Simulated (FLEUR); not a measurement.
# Zr (P6_3/mmc) in FLEUR: further runs

One crystal, Zr, is run at these levels: PBEsol; tasks: single point.

All numbers are computed with FLEUR MaX-R8.1 (later development tree); they aren't measurements. Logs are shortened: lines on timing, memory, paths and dates and some standing lists are left out, and cuts for length are marked.

### Step 1. The crystal as given

It takes space group P6_3/mmc (No. 194, hexagonal). Conventional cell: a = 3.232 Å, b = 3.232 Å, c = 5.147 Å, α = 90.00°, β = 90.00°, γ = 120.00°. Zr (site symmetry -6m2) is surrounded by 12 Zr at 3.18 to 3.23 Å.

### Step 2. Single point, PBEsol

Contents of inp.xml:

```xml
<?xml version="1.0" encoding="UTF-8" standalone="no"?>
<fleurInput fleurInputVersion="0.39">
   <comment>
      Zr                                                                                                  
   </comment>
   <calculationSetup>
      <cutoffs Kmax="4.1" Gmax="12.7" GmaxXC="12.7" numbands="0"/>
      <scfLoop itmax="60" minDistance="0.00001" maxIterBroyd="15" imix="Anderson" alpha="0.05" precondParam="0.0" spinf="2.0" sdNocoIR="T"/>
      <coreElectrons ctail="T" frcor="F" kcrel="0" coretail_lmax="0"/>
      <xcFunctional name="PBEs" relativisticCorrections="F"/>
      <magnetism jspins="1"/>
      <soc l_soc="F" theta="0.0" phi="0.0" spav="F"/>
      <expertModes spex="0" secvar="F"/>
      <geometryOptimization l_f="T" forcealpha="1.0" forcemix="BFGS" epsdisp="0.0005" epsforce="0.0002"/>
      <ldaU l_linMix="F" mixParam="0.05" spinf="1.0"/>
   </calculationSetup>
   <cell>
      <bzIntegration valenceElectrons="24.0" mode="hist" fermiSmearingEnergy="0.00183747">
         <kPointListSelection listName="default-1"/>
         <!-- k-points included here -->
         <xi:include xmlns:xi="http://www.w3.org/2001/XInclude" href="kpts.xml"> </xi:include>
      </bzIntegration>
      <!-- symmetry operations included here -->
      <xi:include xmlns:xi="http://www.w3.org/2001/XInclude" href="sym.xml"> </xi:include>
      <bulkLattice scale="1.0">
         <bravaisMatrix>
            <row-1>    6.1075948347072000     0.0000000000000000     0.0000000000000000</row-1>
            <row-2>   -3.0537974173536000     5.2893322828198945     0.0000000000000000</row-2>
            <row-3>    0.0000000000000000     0.0000000000000000     9.7264203633161994</row-3>
         </bravaisMatrix>
      </bulkLattice>
   </cell>
   <atomSpecies>
      <species name="Zirconium (Zr)" element="Zr" atomicNumber="40">
         <mtSphere radius="2.66" gridPoints="879" logIncrement="0.015"/>
         <atomicCutoffs lmax="10" lnonsphr="10"/>
         <electronConfig flipSpins="F">
            <coreConfig>(1s1/2) (2s1/2) (2p1/2) (2p3/2) (3s1/2) (3p1/2) (3p3/2) (3d3/2) (3d5/2)</coreConfig>
            <valenceConfig>(4s1/2) (4p1/2) (4p3/2) (5s1/2) (4d3/2) (4d5/2)</valenceConfig>
            <stateOccupation state="(4d3/2)" spinUp="0.400000" spinDown="0.400000"/>
            <stateOccupation state="(4d5/2)" spinUp="0.600000" spinDown="0.600000"/>
         </electronConfig>
         <energyParameters s="5" p="5" d="4" f="4"/>
         <lo type="SCLO" l="0" n="4" eDeriv="0"/>
         <lo type="SCLO" l="1" n="4" eDeriv="0"/>
         <lo type="SCLO" l="1" n="4" eDeriv="1"/>
         <lo type="SCLO" l="2" n="4" eDeriv="2"/>
         <lo type="SCLO" l="3" n="4" eDeriv="2"/>
      </species>
   </atomSpecies>
   <atomGroups>
      <atomGroup species="Zirconium (Zr)">
         <relPos label="                   1">-1.000/3.000 1.000/3.000 -1.000/4.000</relPos>
         <relPos label="                   2">1.000/3.000 -1.000/3.000 1.000/4.000</relPos>
         <force calculate="T" relaxXYZ="TTT"/>
      </atomGroup>
   </atomGroups>
   <output dos="F" band="F" slice="F">
      <checks vchk="F" cdinf="F"/>
      <bandDOS minEnergy="-.5*Htr" maxEnergy="0.5*Htr" sigma="0.015" storeEVData="T"/>
      <vacuumDOS vacdos="F" integ="F" star="F" nstars="0" locx1="0.0" locy1="0.0" locx2="0.0" locy2="0.0" nstm="0" tworkf="0.0"/>
      <unfoldingBand unfoldBand="F" supercellX="1" supercellY="1" supercellZ="1"/>
      <plotting iplot="0" polar="F">
         <plot TwoD="T" vec1="  1.0  0.0  0.0" vec2="  0.0  1.0  0.0" vec3="  0.0  0.0  1.0" zero="  0.0  0.0  0.0" file="plot"/>
      </plotting>
      <chargeDensitySlicing numkpt="0" minEigenval="0.0" maxEigenval="0.0" nnne="0" pallst="F"/>
      <specialOutput eonly="F"/>
      <moessbauerParams electricFieldGradient="T" isomerShift="T" coreHyperfine="T" valenceHyperfine="T"/>
      <magneticCircularDichroism mcd="F" energyLo="-10.0" energyUp="0.0"/>
   </output>
  <!-- We include the file relax.xml here to enable relaxations (see documentation) -->
  <xi:include xmlns:xi="http://www.w3.org/2001/XInclude" href="relax.xml"> <xi:fallback/> </xi:include>
</fleurInput>
```

Contents of crystal.txt:

```
Zr
&input cartesian=F /
3.2320000000  0.0000000000  0.0000000000
-1.6160000000  2.7989941050  0.0000000000
0.0000000000  0.0000000000  5.1470000000
1.8897261246
1.0 1.0 1.0

2
40 0.6666666666  0.3333333332  0.7500000000
40 0.3333333332  0.6666666666  0.2500000000

&kpt div1=9 div2=9 div3=5 gamma=T /
```

Potentials or basis: all-electron, FLAPW.

Run with:

```
inpgen -f crystal.txt -profile fastHighL
# inp.xml edited to the form shown
fleur_MPI
```

The program printed:

```text
Welcome to FLEUR        (www.flapw.de)
      MaX-Release 8.1          (www.max-centre.eu)

 ========== k-point set info ==========
 Selected k-point list: default-1
 k-point list type: mesh
 9 x 9 x 5
 Number of k points: 36

 ------------Calculation Setup---------------------------
 Number of MPI-tasks      :            1
 Number of PE/node        :            1
 Number of OMP-threads    :            1
 Most efficient MPI parallelization for:
           1           2           3           4           6           9          12          18          36
 Additional eigenvalue parallelization possible
 Number of basis functions:          446
 Approximate size of matrices (H+S) per k-point:         0.003 GB
 --------------------------------------------------------
 Iteration:     1   Distance:       4.63458297 me/bohr^3
 Iteration:     2   Distance:       4.27363808 me/bohr^3
 Iteration:     3   Distance:       1.45439717 me/bohr^3
 Iteration:     4   Distance:       0.50558529 me/bohr^3
 Iteration:     5   Distance:       0.35340633 me/bohr^3
 Iteration:     6   Distance:       0.04440732 me/bohr^3
 Iteration:     7   Distance:       0.04276557 me/bohr^3
 Iteration:     8   Distance:       0.00379923 me/bohr^3
 Iteration:     9   Distance:       0.00056260 me/bohr^3
 Iteration:    10   Distance:       0.00049063 me/bohr^3
 Iteration:    11   Distance:       0.00006846 me/bohr^3
 Iteration:    12   Distance:       0.00001668 me/bohr^3
 Iteration:    13   Distance:       0.00001339 me/bohr^3
 Iteration:    14   Distance:       0.00000034 me/bohr^3

 ********************************************************************
 Run finished successfully
 Stop message:
   Structural relaxation: Done
 ********************************************************************
```

out.xml (last iteration):

```text
<iteration numberForCurrentRun="   15" overallNumber="   15">
         <energyParameters units="Htr">
            <atomicEP atomType="1" spin="1" branch="5s" branchLowest="-1.36" branchHighest="2.06" value="0.2894094909"/>
            <atomicEP atomType="1" spin="1" branch="5p" branchLowest="-0.51" branchHighest="2.67" value="0.4020028615"/>
            <atomicEP atomType="1" spin="1" branch="4d" branchLowest="-5.81" branchHighest="0.81" value="0.3968755637"/>
            <atomicEP atomType="1" spin="1" branch="4f" branchLowest="-9.99" branchHighest="2.13" value="0.6539454169"/>
            <loAtomicEP atomType="1" spin="1" branch="4s" branchLowest="-14.24" branchHighest="-1.36" value="-1.3959160139"/>
            <loAtomicEP atomType="1" spin="1" branch="4p" branchLowest="-11.05" branchHighest="-0.51" value="-0.5921493791"/>
            <loAtomicEP atomType="1" spin="1" branch="4p" branchLowest="-11.05" branchHighest="-0.51" value="-0.5921493791"/>
            <loAtomicEP atomType="1" spin="1" branch="4d" branchLowest="-5.81" branchHighest="0.81" value="0.3959162548"/>
            <loAtomicEP atomType="1" spin="1" branch="4f" branchLowest="-9.99" branchHighest="2.13" value="0.6539477453"/>
         </energyParameters>
         <eigenvalues>
            <eigenvaluesAt spin="1" ikpt="1" k_x="0.00000000" k_y="0.00000000" k_z="0.00000000">
                      -1.4010622065       -1.3953133450       -0.6130646362       -0.5807626814       -0.5807626814
                      -0.5756209390       -0.5754939600       -0.5754939600        0.1813836233        0.2779668513
                       0.4211270070        0.4211270070        0.4267852524        0.4332466191        0.4466576776
                       0.4466576776        0.4677970997        0.4677970997        0.5528679795
            </eigenvaluesAt>
            <eigenvaluesAt spin="1" ikpt="2" k_x="0.00000000" k_y="0.00000000" k_z="0.20000000">
                      -1.4005222241       -1.3958715473       -0.6097040400       -0.5802644258       -0.5802644258
                      -0.5794389159       -0.5760020343       -0.5760020343        0.1935277547        0.2764487082
                       0.4131201142        0.4160400093        0.4160400093        0.4176203111        0.4381023242
                       0.4381023242        0.4850740251        0.4850740251        0.5553862627
            </eigenvaluesAt>
            <eigenvaluesAt spin="1" ikpt="3" k_x="0.00000000" k_y="0.00000000" k_z="0.40000000">
                      -1.3990998292       -1.3973235808       -0.6007113980       -0.5891680281       -0.5789554289
                      -0.5789554289       -0.5773273690       -0.5773273690        0.2254224957        0.2607920581
                       0.3906828609        0.3983573554        0.4144151645        0.4144151645        0.4231251074
                       0.4231251074        0.5187479178        0.5187479178        0.5472021959
            </eigenvaluesAt>
            <eigenvaluesAt spin="1" ikpt="4" k_x="0.00000000" k_y="0.11111111" k_z="0.00000000">
                      -1.4005494381       -1.3951039577       -0.6116769485       -0.5837984582       -0.5817536219
                      -0.5786310043       -0.5762284788       -0.5758973905        0.1939626991        0.2892928344
                       0.3976187691        0.4093172557        0.4328855656        0.4352789011        0.4456803779
                       0.4565583811        0.4574436425        0.4576664235        0.5604195199
            </eigenvaluesAt>
         </eigenvalues>
         <bandgap value="0.0013561740" units="eV"/>
         <sumValenceSingleParticleEnergies value="-10.0734120436" units="Htr"/>
         <FermiEnergy value="0.3901043188" units="Htr"/>
         <valenceDensity>
            <mtCharges spin="1">
               <mtCharge atomType="1" total="10.0944077" s="2.2845871" p="6.0797240" d="1.7087510" f="0.0189496"/>
            </mtCharges>
            <spinDependentCharge spin="1" total="24.0000000" interstitial="3.8111847" mtSpheres="20.1888153"/>
            <totalCharge value="24.0000000000"/>
         </valenceDensity>
         <coreStates atomType="     1" atomicNumber=" 40" spin="1" kinEnergy="   3647.6719364324" eigValSum="  -2122.2669091189" lostElectrons=" 0.000002">
            <state n="1" l="0" j="0.5" energy="-653.7367818003" weight="1.0000000000"/>
            <state n="2" l="0" j="0.5" energy="-90.0490831727" weight="1.0000000000"/>
            <state n="2" l="1" j="0.5" energy="-82.3953930505" weight="1.0000000000"/>
            <state n="2" l="1" j="1.5" energy="-79.2433976685" weight="2.0000000000"/>
            <state n="3" l="0" j="0.5" energy="-14.2413947280" weight="1.0000000000"/>
            <state n="3" l="1" j="0.5" energy="-11.3930306919" weight="1.0000000000"/>
            <state n="3" l="1" j="1.5" energy="-10.8909269268" weight="2.0000000000"/>
            <state n="3" l="2" j="1.5" energy="-5.8648815764" weight="2.0000000000"/>
            <state n="3" l="2" j="2.5" energy="-5.7731195909" weight="3.0000000000"/>
         </coreStates>
         <allElectronCharges>
            <spinDependentCharge spin="1" total="80.0000000" interstitial="3.8111885" mtSpheres="76.1888115"/>
            <totalCharge value="79.9999999939"/>
         </allElectronCharges>
         <moessbauerParams unitsHFF="kG" unitsIS="e/bohr^3" unitsEFG="Htr/bohr^2">
            <coreIsomerShift atomType="1" isTotal="75092.80700">
               <shell n="1" l="0" isomerShift="66527.81795"/>
               <shell n="2" l="0" isomerShift="7192.15563"/>
               <shell n="2" l="1" isomerShift="104.42405"/>
               <shell n="3" l="0" isomerShift="1249.42957"/>
               <shell n="3" l="1" isomerShift="18.97981"/>
               <shell n="3" l="2" isomerShift="0.00000"/>
            </coreIsomerShift>
            <isomerShift atomType="1" nucleusRadius="0.0001063" averageDensity="75301.86295"/>
            <electricFieldGradient atomType="1" VXX="-0.21281" VYY="-0.21281" VZZ="0.42562" asymParam="0.00000">
            </electricFieldGradient>
         </moessbauerParams>
         <totalEnergy                                    value="    -7194.3746727901" units="Htr">
            <sumOfEigenvalues                            value="    -4254.6072302813">
               <coreElectrons value="-4244.5338182377"/>
               <valenceElectrons value="-10.0734120436"/>
            </sumOfEigenvalues>
            <densityCoulombPotentialIntegral value="-11393.2913115151"/>
            <densityEffectivePotentialIntegral value="-11688.2148443029"/>
            <chargeDenXCDenIntegral value="-224.5606457621"/>
            <FockExchangeEnergyValence value="0.0000000000"/>
            <FockExchangeEnergyCore value="0.0000000000"/>
            <atomTypeDependentContributions atomType="1">
               <electronNucleiInteractionDifferentMTs value="8664.7432062670"/>
               <MadelungTerm value="-42.0327790250"/>
            </atomTypeDependentContributions>
            <tkbTimesEntropy value="0.0006114818"/>
            <freeEnergy value="-7194.3752842718"/>
            <extrapolationTo0K value="-7194.3749785309"/>
         </totalEnergy>
         <totalForcesOnRepresentativeAtoms units="Htr/bohr">
            <forceTotal atomType="1" x="-3.053797" y="1.763111" z="-2.431605" F_x="0.00000000" F_y="0.00000000" F_z="0.00000000"/>
         </totalForcesOnRepresentativeAtoms>
      </iteration>
```

Run time: 80 s. Hardware: 1 thread of Arm Neoverse N1, shared host; peak memory 0.07 GiB.

What came out:

```
Free energy                                           : -195768.9247 eV
Band gap on the k mesh                                : none (metal or under the smearing width)
Valence electrons inside the program's atomic spheres : Zr 10.09 (radii Zr 2.66 bohr)
```

Core levels (eV from the Fermi level):
```
atom                                                                                                                             levels
1 Zr  1s1/2 -17799.7, 2s1/2 -2461.0, 2p1/2 -2252.7, 2p3/2 -2166.9, 3s1/2 -398.1, 3p1/2 -320.6, 3p3/2 -307.0, 3d3/2 -170.2, 3d5/2 -167.7
2 Zr  1s1/2 -17799.7, 2s1/2 -2461.0, 2p1/2 -2252.7, 2p3/2 -2166.9, 3s1/2 -398.1, 3p1/2 -320.6, 3p3/2 -307.0, 3d3/2 -170.2, 3d5/2 -167.7
```

### Step 3. Single point, PBEsol (atoms moved at random, drawn with an rms of 0.05 Å)

Changes to inp.xml since step 2:

```diff
@@ -52,4 +52,4 @@
       <atomGroup species="Zirconium (Zr)">
-         <relPos label="                   1">-1.000/3.000 1.000/3.000 -1.000/4.000</relPos>
-         <relPos label="                   2">1.000/3.000 -1.000/3.000 1.000/4.000</relPos>
+         <relPos label="                   1">-.3424935000 .3280320000 -.2476985000</relPos>
+         <relPos label="                   2">.3424935000 -.3280320000 .2476985000</relPos>
          <force calculate="T" relaxXYZ="TTT"/>
```

Changes to crystal.txt since step 2:

```diff
@@ -9,4 +9,4 @@
 2
-40 0.6666666666  0.3333333332  0.7500000000
-40 0.3333333332  0.6666666666  0.2500000000
+40 0.6621390000  0.3386440000  0.7491820000
+40 0.3471260000  0.6825800000  0.2445790000
```

Potentials or basis: all-electron, FLAPW.

Run with:

```
inpgen -f crystal.txt -profile fastHighL
# inp.xml edited to the form shown
fleur_MPI
```

The program printed:

```text
Welcome to FLEUR        (www.flapw.de)
      MaX-Release 8.1          (www.max-centre.eu)

 ========== k-point set info ==========
 Selected k-point list: default-1
 k-point list type: mesh
 9 x 9 x 5
 Number of k points: 203

 ------------Calculation Setup---------------------------
 Number of MPI-tasks      :            1
 Number of PE/node        :            1
 Number of OMP-threads    :            1
 Most efficient MPI parallelization for:
           1           7          29         203
 Additional eigenvalue parallelization possible
 Number of basis functions:          446
 Approximate size of matrices (H+S) per k-point:         0.003 GB
 --------------------------------------------------------
 Iteration:     1   Distance:       4.65107688 me/bohr^3
 Iteration:     2   Distance:       4.28420296 me/bohr^3
 Iteration:     3   Distance:       1.52424103 me/bohr^3
 Iteration:     4   Distance:       0.74377984 me/bohr^3
 Iteration:     5   Distance:       0.56595182 me/bohr^3
 Iteration:     6   Distance:       0.22706144 me/bohr^3
 Iteration:     7   Distance:       0.10543888 me/bohr^3
 Iteration:     8   Distance:       0.02897351 me/bohr^3
 Iteration:     9   Distance:       0.00268764 me/bohr^3
 Iteration:    10   Distance:       0.00234815 me/bohr^3
 Iteration:    11   Distance:       0.00030235 me/bohr^3
 Iteration:    12   Distance:       0.00010721 me/bohr^3
 Iteration:    13   Distance:       0.00004648 me/bohr^3
 Iteration:    14   Distance:       0.00000853 me/bohr^3
 Reset of history

 ********************************************************************
 Run finished successfully
 Stop message:
   Structural relaxation: new displacements generated
 ********************************************************************
```

out.xml (last iteration):

```text
<iteration numberForCurrentRun="   15" overallNumber="   15">
         <energyParameters units="Htr">
            <atomicEP atomType="1" spin="1" branch="5s" branchLowest="-1.36" branchHighest="2.06" value="0.2893275987"/>
            <atomicEP atomType="1" spin="1" branch="5p" branchLowest="-0.51" branchHighest="2.67" value="0.4019195733"/>
            <atomicEP atomType="1" spin="1" branch="4d" branchLowest="-5.81" branchHighest="0.81" value="0.3968125650"/>
            <atomicEP atomType="1" spin="1" branch="4f" branchLowest="-9.99" branchHighest="2.13" value="0.6538592045"/>
[... 86 lines left out ...]
            <extrapolationTo0K value="-7194.3749062680"/>
         </totalEnergy>
         <totalForcesOnRepresentativeAtoms units="Htr/bohr">
            <forceTotal atomType="1" x="-3.093555" y="1.735070" z="-2.409220" F_x="0.00066861" F_y="0.00046702" F_z="-0.00170060"/>
         </totalForcesOnRepresentativeAtoms>
      </iteration>
```

Run time: 11 min. Hardware: 1 thread of Arm Neoverse N1, shared host; peak memory 0.13 GiB.

What came out:

```yaml
Free_energy: -195768.9226 eV
Largest_force: 0.097 eV/Å
Band_gap_on_the_k_mesh: none (metal or under the smearing width)
Valence_electrons_inside_the_program's_atomic_spheres: Zr 10.09 (radii Zr 2.66 bohr)
```

Forces on the atoms (eV/Å):
```
Zr   0.034  0.024 -0.087
Zr  -0.034 -0.024  0.087
```

Core levels (eV from the Fermi level):
```csv
atom,levels
1 Zr,"1s1/2 -17799.7, 2s1/2 -2461.0, 2p1/2 -2252.7, 2p3/2 -2166.9, 3s1/2 -398.1, 3p1/2 -320.6, 3p3/2 -307.0, 3d3/2 -170.2, 3d5/2 -167.7"
2 Zr,"1s1/2 -17799.7, 2s1/2 -2461.0, 2p1/2 -2252.7, 2p3/2 -2166.9, 3s1/2 -398.1, 3p1/2 -320.6, 3p3/2 -307.0, 3d3/2 -170.2, 3d5/2 -167.7"
```
